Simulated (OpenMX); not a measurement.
Runs of OpenMX 3.8.5 on PbS (Galena). The structure is cubic, space group Fm-3m (No. 225). The conventional cell has a = 5.931 Å, b = 5.931 Å, c = 5.931 Å, α = 90.00°, β = 90.00°, γ = 90.00°. Around Pb (site symmetry m-3m) lie 6 S at 2.97 Å. S (site symmetry m-3m) is surrounded by 6 Pb at 2.97 Å. 

| task | level | potentials or basis | max SCF cycles | grid points, held for all volumes | pressure (GPa) | V0 of scaled cells (Å³/atom) | B0 (GPa) |
| --- | --- | --- | --- | --- | --- | --- | --- |
| single point | PBE | OpenMX 2013 PBE set, Pb8.0-s3p2d2f1, S7.0-s2p2d1f1, grid cutoff 500 Ry | 100 | - | 2.9 | - | - |
| band structure | LDA | OpenMX 2013 LDA set, Pb8.0-s3p2d2f1, S7.0-s2p2d1f1, grid cutoff 500 Ry | 100 | - | (a) | - | - |
| equation of state | PBE | OpenMX 2013 PBE set, Pb8.0-s3p2d2f1, S7.0-s2p2d1f1, fixed grid of 45 × 45 × 45 points | - | 45 × 45 × 45 | - | 27.38 | (b) |
| equation of state | LDA | OpenMX 2013 LDA set, Pb8.0-s3p2d2f1, S7.0-s2p2d1f1, fixed grid of 45 × 45 × 45 points | - | 45 × 45 × 45 | - | 25.20 | 64 |

Alike in all rows: no spin polarisation; cell as given; k mesh 9 × 9 × 9; smearing fermi-dirac 0.05 eV.

Task: Estimate the missing entries.

Result: (a) -2.1; (b) 53.

Caveats: the basis has few d functions beyond the semicore shells, which can make volumes several per cent too large; the basis of atomic orbitals isn't converged, which shifts pressures, moduli and gaps; volumes in these bases differ from converged ones by about 1 %, for some elements by several (some runs).
